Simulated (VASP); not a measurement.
# KF (Carobbiite) (Fm-3m) in VASP: further runs, part 3 of 3

VASP 6.6.1.

## Step 4: Relaxation of cell and atoms, PBEsol

Contents of INCAR:

```
PREC     = Accurate       # precision mode
ENCUT    = 600            # plane-wave cutoff, eV
EDIFF    = 1E-7           # SCF threshold, eV
ISMEAR   = 0              # smearing method
SIGMA    = 0.03           # smearing width, eV
LREAL    = F              # projectors in reciprocal space
LASPH    = T              # aspherical terms in the spheres
NELM     = 80             # most SCF steps
ALGO     = Normal         # electronic algorithm
ISIF     = 3              # what is computed and relaxed
LWAVE    = F              # write WAVECAR
LCHARG   = F              # write CHGCAR
GGA      = PS             # functional
IBRION   = 2              # ionic algorithm
NSW      = 90             # ionic steps
EDIFFG   = -0.005         # ionic threshold
KPAR     = 4
```

Contents of KPOINTS:

```
Automatic mesh
0
Gamma
  10 10 10
```

Contents of POSCAR:

```
KF                                      
1.0
    0.0000000000      2.6558979317      2.6558979317
    2.6558979317      0.0000000000      2.6558979317
    2.6558979317      2.6558979317      0.0000000000
  K               F             
     1     1
Direct
     0.0000000000000000    0.0000000000000000    0.0000000000000000
     0.5000000000000000    0.5000000000000000    0.5000000000000000
```

Potentials or basis: VASP PAW PBE potentials, release 64 (K_sv, F).

Run with:

```
> cat potpaw_PBE.64/K_sv/POTCAR potpaw_PBE.64/F/POTCAR > POTCAR
> mpirun -np 4 vasp_std > vasp.out
```

OUTCAR:

```text
PREC = Accurate
   ENCUT = 600
   EDIFF = 1E-7
   ISMEAR = 0
   LREAL = F
   LASPH = T
   NELM = 80
   ISIF = 3
   GGA = PS
   IBRION = 2
   NSW = 90
   EDIFFG = -0.005

 ion  position               nearest neighbor table
   1  0.000  0.000  0.000-   2 2.66   2 2.66   2 2.66   2 2.66   2 2.66   2 2.66
   2  0.500  0.500  0.500-   1 2.66   1 2.66   1 2.66   1 2.66   1 2.66   1 2.66

  LATTYP: Found a face centered cubic cell.
 ALAT       =     5.3117958634

  Lattice vectors:

 A1 = (   0.0000000000,   2.6558979317,   2.6558979317)
 A2 = (   2.6558979317,   0.0000000000,   2.6558979317)
 A3 = (   2.6558979317,   2.6558979317,   0.0000000000)

Analysis of symmetry for initial positions (statically):
=====================================================================
 Subroutine PRICEL returns:
 Original cell was already a primitive cell.

 Routine SETGRP: Setting up the symmetry group for a
 face centered cubic supercell.

 Subroutine GETGRP returns: Found 48 space group operations
 (whereof 48 operations were pure point group operations)
 out of a pool of 48 trial point group operations.

The static configuration has the point symmetry O_h .

Analysis of symmetry for dynamics (positions and initial velocities):
=====================================================================
 Subroutine PRICEL returns:
 Original cell was already a primitive cell.

 Routine SETGRP: Setting up the symmetry group for a
 face centered cubic supercell.

 Subroutine GETGRP returns: Found 48 space group operations
 (whereof 48 operations were pure point group operations)
 out of a pool of 48 trial point group operations.

The dynamic configuration has the point symmetry O_h .

 Subroutine INISYM returns: Found 48 space group operations
 (whereof 48 operations are pure point group operations),
 and found     1 'primitive' translations

----------------------------------------------------------------------------------------

                                     Primitive cell

  volume of cell :      37.4683

  direct lattice vectors                    reciprocal lattice vectors
     0.000000000  2.655897932  2.655897932    -0.188260247  0.188260247  0.188260247
     2.655897932  0.000000000  2.655897932     0.188260247 -0.188260247  0.188260247
     2.655897932  2.655897932  0.000000000     0.188260247  0.188260247 -0.188260247

  length of vectors
     3.756006875  3.756006875  3.756006875     0.326076312  0.326076312  0.326076312

  position of ions in fractional coordinates (direct lattice)
     0.000000000  0.000000000  0.000000000
     0.500000000  0.500000000  0.500000000

  ion indices of the primitive-cell ions
   primitive index   ion index
                 1           1
                 2           2

----------------------------------------------------------------------------------------

 KPOINTS: Automatic mesh
[... 113 lines left out ...]
  ---------------------------------------------------
  ext. energy  EPLUGINS =         0.00000000
  ---------------------------------------------------
  free energy    TOTEN  =        -8.52173091 eV

  energy without entropy =       -8.52173091  energy(sigma->0) =       -8.52173091

------------------------ aborting loop because EDIFF is reached ----------------------------------------

  FORCE on cell =-STRESS in cart. coord.  units (eV):
  Direction    XX          YY          ZZ          XY          YZ          ZX
  --------------------------------------------------------------------------------------
  -------------------------------------------------------------------------------------
  Total       -0.0144856     -0.0144856     -0.0144856     -0.0000000     -0.0000000     -0.0000000
  in kB       -0.6194166     -0.6194166     -0.6194166     -0.0000000     -0.0000000     -0.0000000
  external PRESSURE =      -0.6194166 kB  Pullay stress =       0.0000000 kB

 VOLUME and BASIS-vectors are now :
 -----------------------------------------------------------------------------
  energy-cutoff  :      600.00
  volume of cell :       37.47
      direct lattice vectors                 reciprocal lattice vectors
     0.000000000  2.655897932  2.655897932    -0.188260247  0.188260247  0.188260247
     2.655897932  0.000000000  2.655897932     0.188260247 -0.188260247  0.188260247
     2.655897932  2.655897932  0.000000000     0.188260247  0.188260247 -0.188260247

 POSITION                                       TOTAL-FORCE (eV/Angst)
 -----------------------------------------------------------------------------------
      0.00000      0.00000      0.00000         0.000000      0.000000      0.000000
      2.65590      2.65590      2.65590        -0.000000      0.000000     -0.000000
 -----------------------------------------------------------------------------------
    total drift:                                0.000000      0.000000      0.000000

  FREE ENERGIE OF THE ION-ELECTRON SYSTEM (eV)
  ---------------------------------------------------
  free  energy   TOTEN  =        -8.5217309104 eV

  energy  without entropy=       -8.5217309104  energy(sigma->0) =       -8.52173091

--------------------------------------- Ionic step        2  -------------------------------------------

 number of electron      16.0000003 magnetization

 Free energy of the ion-electron system (eV)
  ---------------------------------------------------
  ext. energy  EPLUGINS =         0.00000000
  ---------------------------------------------------
  free energy    TOTEN  =        -8.52174102 eV

  energy without entropy =       -8.52174102  energy(sigma->0) =       -8.52174102

 E-fermi :  -2.6750     XC(G=0):  -8.7008

 val. band max:       -2.8599423533   @ k =   0.0000   0.0000   0.0000
 cond. band min:       3.2668383728   @ k =   0.0000   0.0000   0.0000
 fundamental gap:      6.1267807261
 Fermi energy:        -2.6750046057

 k-point     1 :       0.0000    0.0000    0.0000
  band No.  band energies     occupation
      1     -28.7703      2.00000
      2     -21.3994      2.00000
      3     -12.0675      2.00000
      4     -12.0675      2.00000
      5     -12.0675      2.00000
      6      -2.8599      2.00000
      7      -2.8599      2.00000
      8      -2.8599      2.00000
      9       3.2668      0.00000
     10       7.8267      0.00000
     11       7.8267      0.00000
     12       7.8267      0.00000
[... 331 lines left out ...]
 k-point    24 :       0.4000    0.3000    0.0000
  band No.  band energies     occupation
      1     -28.6628      2.00000
      2     -21.4414      2.00000
      3     -12.4591      2.00000
      4     -12.2533      2.00000
      5     -12.2405      2.00000
      6      -3.2835      2.00000
      7      -2.9677      2.00000
      8      -2.9449      2.00000
      9       5.7536      0.00000
     10       6.4059      0.00000
     11       9.2720      0.00000
     12      10.2158      0.00000

 [... further k-points ...]

------------------------ aborting loop because EDIFF is reached ----------------------------------------

  FORCE on cell =-STRESS in cart. coord.  units (eV):
  Direction    XX          YY          ZZ          XY          YZ          ZX
  --------------------------------------------------------------------------------------
  -------------------------------------------------------------------------------------
  Total       -0.0055288     -0.0055288     -0.0055288     -0.0000000     -0.0000000     -0.0000000
  in kB       -0.2366656     -0.2366656     -0.2366656     -0.0000000     -0.0000000     -0.0000000
  external PRESSURE =      -0.2366656 kB  Pullay stress =       0.0000000 kB

 VOLUME and BASIS-vectors are now :
 -----------------------------------------------------------------------------
  energy-cutoff  :      600.00
  volume of cell :       37.43
      direct lattice vectors                 reciprocal lattice vectors
     0.000000000  2.654969930  2.654969930    -0.188326050  0.188326050  0.188326050
     2.654969930 -0.000000000  2.654969930     0.188326050 -0.188326050  0.188326050
     2.654969930  2.654969930 -0.000000000     0.188326050  0.188326050 -0.188326050

 POSITION                                       TOTAL-FORCE (eV/Angst)
 -----------------------------------------------------------------------------------
      0.00000      2.65497      2.65497         0.000000      0.000000      0.000000
      2.65497      2.65497      2.65497         0.000000     -0.000000     -0.000000
 -----------------------------------------------------------------------------------
    total drift:                                0.000000      0.000000      0.000000

  FREE ENERGIE OF THE ION-ELECTRON SYSTEM (eV)
  ---------------------------------------------------
  free  energy   TOTEN  =        -8.5217410181 eV

  energy  without entropy=       -8.5217410181  energy(sigma->0) =       -8.52174102

 reached required accuracy - stopping structural energy minimisation
```

It took 14 s on 4 MPI ranks of Intel Xeon 6975P-C (Granite Rapids), shared host; peak memory 0.18 GiB.

Results:

* Free energy: -8.5217 eV
* Relaxed volume: 18.71 Å³/atom
* Relaxed cell: a = 3.755 Å, b = 3.755 Å, c = 3.755 Å, α = 60.00°, β = 60.00°, γ = 60.00°
* Space group after relaxing (to 0.05 Å): Fm-3m (No. 225)
* Energy gained by relaxing: 0.0 meV/atom
* Ionic steps: 2
* Pressure after relaxing: 0.0 GPa
* Band gap on the k mesh: 6.13 eV, direct

Final structure:
```
CELL_PARAMETERS angstrom
0.00000 2.65497 2.65497
2.65497 0.00000 2.65497
2.65497 2.65497 0.00000
ATOMIC_POSITIONS crystal
K 0.00000 0.00000 0.00000
F 0.50000 0.50000 0.50000
```

Caveat: the PAW data sets were made with another functional, which shifts forces and pressure a little. A k mesh can miss the band edges.

## Step 5: Relaxation of cell and atoms, PBEsol

This run uses another cell than the first one, of 19.07 Å³/atom, 1.018 times its volume.

Contents of INCAR:

```
SYSTEM = KF
PREC = Accurate
ENCUT = 600
EDIFF = 1E-6
ISMEAR = 0
SIGMA = 0.03
LREAL = .FALSE.
LASPH = .TRUE.
NELM = 80
ALGO = Normal
ISIF = 3
LWAVE = .FALSE.
LCHARG = .FALSE.
GGA = PS
IBRION = 2
NSW = 90
EDIFFG = -0.01
```

Contents of KPOINTS:

```
regular mesh
0
G
  10 10 10
  0 0 0
```

Contents of POSCAR:

```
KF
1.0
    0.0000000000      2.6718500000      2.6718500000
    2.6718500000      0.0000000000      2.6718500000
    2.6718500000      2.6718500000      0.0000000000
K F
1 1
Direct
    0.0000000000      0.0000000000      0.0000000000
    0.5000000000      0.5000000000      0.5000000000
```

Run with:

```
> cat potpaw_PBE.64/K_sv/POTCAR potpaw_PBE.64/F/POTCAR > POTCAR
> mpirun -np 1 vasp_std > vasp.out
```

It took 32 s on 1 thread of Intel Xeon 6975P-C (Granite Rapids), shared host; peak memory 0.19 GiB.

It converged, with:

| Property | Result |
| --- | --- |
| Free energy | -8.5227 eV |
| Relaxed volume | 18.73 Å³/atom |
| Relaxed cell | a = 3.756 Å, b = 3.756 Å, c = 3.756 Å, α = 60.00°, β = 60.00°, γ = 60.00° |
| Space group after relaxing (to 0.05 Å) | Fm-3m (No. 225) |
| Energy gained by relaxing | 0.8 meV/atom |
| Ionic steps | 3 |
| Pressure after relaxing | -0.1 GPa |
| Band gap on the k mesh | 6.12 eV, direct |

Step by step:
| step | energy change (eV) | largest force (eV/Å) | pressure (GPa) | volume (Å³) |
| --- | --- | --- | --- | --- |
| 1 | 0.0000 | 0.0000 | -0.62 | 38.15 |
| 2 | -0.0012 | 0.0000 | -0.31 | 37.74 |
| 3 | -0.0015 | 0.0000 | -0.07 | 37.47 |

Final structure:
```yaml
crystal:
  lattice:
    - [0.00000, 2.65590, 2.65590]
    - [2.65590, 0.00000, 2.65590]
    - [2.65590, 2.65590, 0.00000]
  atoms:
    - { symbol: K, position: [0.00000, 0.00000, 0.00000] }
    - { symbol: F, position: [0.50000, 0.50000, 0.50000] }
```

Levels at points of the mesh, in eV from the valence-band top:
| k point | band 5 | band 6 | band 7 | band 8 | band 9 | band 10 | band 11 | band 12 |
| --- | --- | --- | --- | --- | --- | --- | --- | --- |
| (0.00, 0.00, 0.00) | -9.21 | 0.00 | 0.00 | 0.00 | 6.12 | 10.68 | 10.68 | 10.68 |
| (0.50, 0.00, 0.00) | -9.25 | -0.83 | -0.37 | -0.37 | 9.05 | 10.59 | 12.13 | 12.13 |
| (0.50, 0.50, 0.00) | -9.44 | -0.20 | -0.05 | -0.05 | 8.11 | 10.34 | 11.80 | 13.70 |

Caveat: the PAW data sets were made with another functional, which shifts forces and pressure a little.

## Step 6: Relaxation of cell and atoms, PBEsol

INCAR, as its differences from that of step 5:

```diff
@@ -3,3 +3,3 @@
 ENCUT = 600
-EDIFF = 1E-6
+EDIFF = 1E-7
 ISMEAR = 0
@@ -16,2 +16,2 @@
 NSW = 90
-EDIFFG = -0.01
+EDIFFG = -0.005
```

KPOINTS is that of step 5.

Contents of POSCAR:

```
KF                                      
1.0
    0.0000000000      2.6558979372      2.6558979372
    2.6558979372     -0.0000000000      2.6558979372
    2.6558979372      2.6558979372      0.0000000000
  K               F             
     1     1
Direct
     0.0000000000000000    0.0000000000000000    0.0000000000000000
     0.5000000000000000    0.5000000000000000    0.5000000000000000
```

Potentials or basis: VASP PAW PBE potentials, release 64 (K_sv, F).

Run with:

```
> cat potpaw_PBE.64/K_sv/POTCAR potpaw_PBE.64/F/POTCAR > POTCAR
> mpirun -np 1 vasp_std > vasp.out
```

It took 24 s on 1 thread of Intel Xeon 6975P-C (Granite Rapids), shared host; peak memory 0.19 GiB.

It converged, with:

| Property | Result |
| --- | --- |
| Free energy | -8.5217 eV |
| Relaxed volume | 18.71 Å³/atom |
| Relaxed cell | a = 3.755 Å, b = 3.755 Å, c = 3.755 Å, α = 60.00°, β = 60.00°, γ = 60.00° |
| Space group after relaxing (to 0.05 Å) | Fm-3m (No. 225) |
| Energy gained by relaxing | 0.0 meV/atom |
| Ionic steps | 2 |
| Pressure after relaxing | 0.0 GPa |
| Band gap on the k mesh | 6.13 eV, direct |

Final structure:
```
K F
1.0
     0.00000    2.65497    2.65497
     2.65497    0.00000    2.65497
     2.65497    2.65497    0.00000
K F
1 1
Direct
  0.00000 0.00000 0.00000
  0.50000 0.50000 0.50000
```

Levels at points of the mesh, in eV from the valence-band top:
```csv
k point,band 5,band 6,band 7,band 8,band 9,band 10,band 11,band 12
"(0.00, 0.00, 0.00)",-9.21,0.00,0.00,0.00,6.13,10.69,10.69,10.69
"(0.50, 0.00, 0.00)",-9.25,-0.83,-0.37,-0.37,9.05,10.60,12.14,12.14
"(0.50, 0.50, 0.00)",-9.44,-0.20,-0.05,-0.05,8.11,10.34,11.81,13.70
```

Caveat: the PAW data sets were made with another functional, which shifts forces and pressure a little. A k mesh can miss the band edges.
